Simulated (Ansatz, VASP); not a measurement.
**N in VASP and in Ansatz**

```
N
1.0
     4.00054    0.00000    0.00000
    -2.00027    3.46457    0.00000
     0.00000    0.00000    7.56648
N
4
Direct
  0.33333 0.66667 0.32893
  0.33333 0.66667 0.17107
  0.66667 0.33333 0.82893
  0.66667 0.33333 0.67107
```

Change from the starting cell: strain -0.040 along x and y, +0.080 along z, atoms carried along.

Alike in both runs: task single point; functional PBEsol; k mesh 6 × 6 × 4; occupations gaussian, width 0.05 eV; no spin polarisation.

```csv
,VASP,Ansatz
version,VASP 6.6.1,Ansatz 0.2.0
potentials or method,"VASP PAW PBE potentials, release 64 (N)","scalar-relativistic, plane waves, PAW"
plane-wave cutoff (eV),520,420
valence electrons in the cell,20,20
```

```csv
,VASP,Ansatz,Ansatz less VASP
gap on the k mesh at the Fermi level (eV),6.19,6.22,+0.036
least direct gap on the mesh (eV),6.33,6.37,+0.035
pressure (GPa),-11.1,-11.6,-0.49
largest component of the traceless stress (GPa),22.41,23.60,+1.189
rms of the force components (eV/Å),5.311,5.597,+0.2867
```

Atom by atom the forces differ by 0.287 eV/Å (rms over components).

Caveats: the standard files for N, O and F lose accuracy on very short bonds; the PAW data sets were made with another functional, which shifts forces and pressure a little (VASP). A k mesh can miss the band edges.
